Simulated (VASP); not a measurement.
ZnS in VASP 6.6.1, single-point calculation

INCAR

```
SIGMA = 0.02
PREC = Accurate
GGA = PE
NELM = 120
ENCUT = 520
LCHARG = .FALSE.
IBRION = -1
ISMEAR = -1
NBANDS = 16
LASPH = .TRUE.
EDIFF = 1E-7
LREAL = Auto
BMIX = 2
ISIF = 2
NSW = 0
LWAVE = .FALSE.
```

KPOINTS

```
KPOINTS created by Atomic Simulation Environment
0
Gamma
8 8 8
0 0 0
```

POSCAR

```
Zn S
 1.0000000000000000
     0.1194525264000000    2.7057749247000000    2.7057749247000000
     2.7057749247000000    0.1194525264000000    2.7057749247000000
     2.7057749247000000    2.7057749247000000    0.1194525264000000
 Zn  S
   1   1
Cartesian
  0.0237799178023345  0.0237799178023345  0.0237799178023345
  1.3589706761476661  1.3589706761476661  1.3589706761476661
```

The recommended PBE PAW datasets give the neutral cell 18 valence electrons.

Command

```
mpirun -np 1 vasp_std
```

OSZICAR

```
N       E                     dE             d eps       ncg     rms          rms(c)
DAV:   1     0.911775163553E+02    0.91178E+02   -0.89500E+03  2088   0.138E+03
DAV:   2    -0.149945761957E+01   -0.92677E+02   -0.86366E+02  2440   0.266E+02
DAV:   3    -0.712831898808E+01   -0.56289E+01   -0.56084E+01  2560   0.637E+01
DAV:   4    -0.718671811927E+01   -0.58399E-01   -0.58387E-01  2600   0.677E+00
DAV:   5    -0.718735606679E+01   -0.63795E-03   -0.63794E-03  2576   0.678E-01    0.775E+00
DAV:   6    -0.683965749691E+01    0.34770E+00   -0.41215E-01  3048   0.234E+01    0.565E+00
DAV:   7    -0.674096854187E+01    0.98689E-01   -0.31028E-01  3184   0.574E+00    0.169E+00
DAV:   8    -0.674395107059E+01   -0.29825E-02   -0.51819E-02  2376   0.171E+00    0.836E-01
DAV:   9    -0.674527422002E+01   -0.13231E-02   -0.55421E-03  2392   0.963E-01    0.651E-01
DAV:  10    -0.674499266609E+01    0.28155E-03   -0.57697E-04  2336   0.489E-01    0.286E-01
DAV:  11    -0.674540604723E+01   -0.41338E-03   -0.50880E-04  2312   0.145E-01    0.104E-01
DAV:  12    -0.674541000042E+01   -0.39532E-05   -0.31400E-05  2760   0.111E-01    0.397E-02
DAV:  13    -0.674542650899E+01   -0.16509E-04   -0.26360E-05  2496   0.353E-02    0.180E-02
DAV:  14    -0.674542594358E+01    0.56540E-06   -0.15532E-06  3096   0.120E-02    0.688E-03
DAV:  15    -0.674542602493E+01   -0.81341E-07   -0.47851E-07  2608   0.690E-03
   1 F= -.67454260E+01 E0= -.67454260E+01  d E =-.256129E-10
```

Standard output (part)

```
POSCAR found type information on POSCAR ZnS
 POSCAR found :  2 types and       2 ions
|     You have a (more or less) 'small supercell' and for smaller cells       |
|     it is recommended to use the reciprocal-space projection scheme!        |
|     The real-space optimization is not efficient for small cells and it     |
|     is also less accurate ...                                               |
|     Therefore, set LREAL=.FALSE. in the INCAR file.                         |
 LDA part: xc-table for (Slater+PW92), standard interpolation
 POSCAR, INCAR and KPOINTS ok, starting setup
 WAVECAR not read
 entering main loop
```

From OUTCAR

```
k-points           NKPTS =     65   k-points in BZ     NKDIM =     65   number of bands    NBANDS=     16

   NELECT =      18.0000    total number of electrons

   dimension x,y,z NGX =    28 NGY =   28 NGZ =   28
   dimension x,y,z NGXF=    56 NGYF=   56 NGZF=   56

  energy-cutoff  :      520.00
  volume of cell :       37.00
      direct lattice vectors                 reciprocal lattice vectors
     0.119452526  2.705774925  2.705774925    -0.197499914  0.189149484  0.189149484
     2.705774925  0.119452526  2.705774925     0.189149484 -0.197499914  0.189149484
     2.705774925  2.705774925  0.119452526     0.189149484  0.189149484 -0.197499914

 k-points in reciprocal lattice and weights: KPOINTS created by Atomic Simulation Env
   0.00000000  0.00000000  0.00000000       0.002
   0.12500000 -0.00000000 -0.00000000       0.012
   0.25000000 -0.00000000 -0.00000000       0.012
   0.37500000  0.00000000  0.00000000       0.012
   0.50000000 -0.00000000 -0.00000000       0.006
   0.12500000  0.12500000  0.00000000       0.012
   0.25000000  0.12500000 -0.00000000       0.023
   0.37500000  0.12500000  0.00000000       0.023
   ...

 E-fermi :   3.2481

 k-point     1 :       0.0000    0.0000    0.0000
  band No.  band energies     occupation
      1     -10.8672      2.00000
      2      -3.9248      2.00000
      3      -3.8546      2.00000
      4      -3.8546      2.00000
      5      -3.3112      2.00000
      6      -3.3112      2.00000
      7       2.4248      2.00000
      8       2.8760      2.00000
      9       2.8760      2.00000
     10       5.0054      0.00000
     11       8.6373      0.00000
     12       9.4181      0.00000
     13       9.4181      0.00000
     14      14.5853      0.00000
     15      14.5853      0.00000
     16      14.9886      0.00000

 k-point     2 :       0.1250   -0.0000   -0.0000
  band No.  band energies     occupation
      1     -10.7309      2.00000
      2      -3.9064      2.00000
      3      -3.8519      2.00000
      4      -3.8335      2.00000
      5      -3.3160      2.00000
      6      -3.3113      2.00000
      7       1.6566      2.00000
      8       2.3294      2.00000
      9       2.7059      2.00000
     10       5.7539      0.00000
     11       9.0180      0.00000
     12       9.2626      0.00000
     13       9.6588      0.00000
     14      13.7810      0.00000
     15      14.0399      0.00000
     16      15.7406      0.00000

 k-point     3 :       0.2500   -0.0000   -0.0000
  band No.  band energies     occupation
      1     -10.3719      2.00000
      2      -3.8684      2.00000
      3      -3.7980      2.00000
      4      -3.7900      2.00000
      5      -3.3181      2.00000
      6      -3.3009      2.00000
      7      -0.1522      2.00000
      8       1.9512      2.00000
      9       2.3398      2.00000
     10       6.2020      0.00000
     11       9.3508      0.00000
     12       9.8956      0.00000
     13      10.0925      0.00000
     14      13.3760      0.00000
     15      14.0671      0.00000
     16      15.0269      0.00000

 ...

  Total        1.6739239      1.6739239      1.6739239     -0.5247261     -0.5247261     -0.5247261
  in kB       72.4898361     72.4898361     72.4898361    -22.7234387    -22.7234387    -22.7234387
  external PRESSURE =      72.4898361 kB  Pullay stress =       0.0000000 kB

 POSITION                                       TOTAL-FORCE (eV/Angst)
 -----------------------------------------------------------------------------------
      0.02378      0.02378      0.02378         0.012622      0.012622      0.012622
      1.35897      1.35897      1.35897        -0.012622     -0.012622     -0.012622
 -----------------------------------------------------------------------------------
    total drift:                                0.001404      0.001404      0.001404

  FREE ENERGIE OF THE ION-ELECTRON SYSTEM (eV)
  ---------------------------------------------------
  free  energy   TOTEN  =        -6.7454260249 eV

  energy  without entropy=       -6.7454260249  energy(sigma->0) =       -6.74542602
```

It converged. Results: gap between bands v and c on the k mesh 2.13 eV; least direct gap on the k mesh 2.13 eV; pressure 7.2 GPa; largest force 0.02 eV/Å. Band v is the last that the valence electrons fill when counted band by band, and c is the next.

For comparison, a separate PBE run of the intended cell, on usual settings and not on those above, gives a gap of 2.13 eV on its mesh and a pressure of 7.3 GPa.

The run above took about 65 s on one core of a shared host (Intel Xeon Platinum 8488C) and held 0.17 GiB at most.
